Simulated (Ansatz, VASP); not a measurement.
**One calculation of GaN, two programs**

The input INCAR:

```
PREC = Accurate
ENCUT = 520
EDIFF = 1E-7
ISMEAR = 0
SIGMA = 0.1
LREAL = F
LASPH = T
NELM = 150
ALGO = Normal
ISIF = 2
LWAVE = F
LCHARG = T
ISPIN = 2
MAGMOM = 0 0 1 1
LORBIT = 11
GGA = PE
LELF = T
LVHAR = T
NBANDS = 30
```

The input KPOINTS:

```
Automatic mesh
0
Gamma
  6 6 4
```

Contents of POSCAR:

```
GaN
1.0
    3.0003737251      0.0000000000      0.0000000000
   -1.5001868626      2.5983998668      0.0000000000
    0.0000000000      0.0000000000      5.2663230578
Ga N
2 2
Direct
    0.3333333333      0.6666666667      0.7500000000
    0.6666666667      0.3333333333      0.2500000000
    0.0000000000      0.0000000000      0.0000000000
    0.0000000000      0.0000000000      0.5000000000
```

Input for Ansatz:

```yaml
crystal:
  lattice:
    - [3.0003737251, 0.0, 0.0]
    - [-1.5001868626, 2.5983998668, 0.0]
    - [0.0, 0.0, 5.2663230578]
  atoms:
    - { symbol: Ga, position: [0.3333333333, 0.6666666667, 0.75] }
    - { symbol: Ga, position: [0.6666666667, 0.3333333333, 0.25] }
    - { symbol: "N", position: [0.0, 0.0, 0.0], spin: 1.0 }
    - { symbol: "N", position: [0.0, 0.0, 0.5], spin: 1.0 }
basis:
  ecutwfc: 420
kpoints:
  mp_grid: { grid: [6, 6, 4] }
hamiltonian:
  xc: pbe
scf:
  occupations: { method: gaussian, width: 0.1 }
  lower_state_search: "off"
output:
  forces: true
  stress: true
  eigenvalues: true
  populations: true
magnetization:
  spin_polarized: true
```

Alike in both runs: task single point; functional PBE; k mesh 6 × 6 × 4; occupations gaussian, width 0.1 eV; collinear spin.

```csv
,VASP,Ansatz
version,VASP 6.6.1,Ansatz 0.2.0
potentials or method,"VASP PAW PBE potentials, release 64 (Ga_d, N)","scalar-relativistic, plane waves, PAW"
plane-wave cutoff (eV),520,420
valence electrons in the cell,36,36
```

|  | VASP | Ansatz | Ansatz less VASP |
| --- | --- | --- | --- |
| gap on the k mesh at the Fermi level (eV) | none | none | - |
| pressure (GPa) | 0.4 | -0.3 | -0.68 |
| largest component of the traceless stress (GPa) | 0.16 | 0.13 | -0.037 |
| net moment per atom (μB) | 0.00 | 0.00 | 0.000 |

A gap of «none» marks a metal or a gap that the smearing closes. Ansatz warned: «seeded_moment_not_kept».

Caveats: the k mesh is coarse (spacing up to 0.40 Å⁻¹), so the values aren't converged.
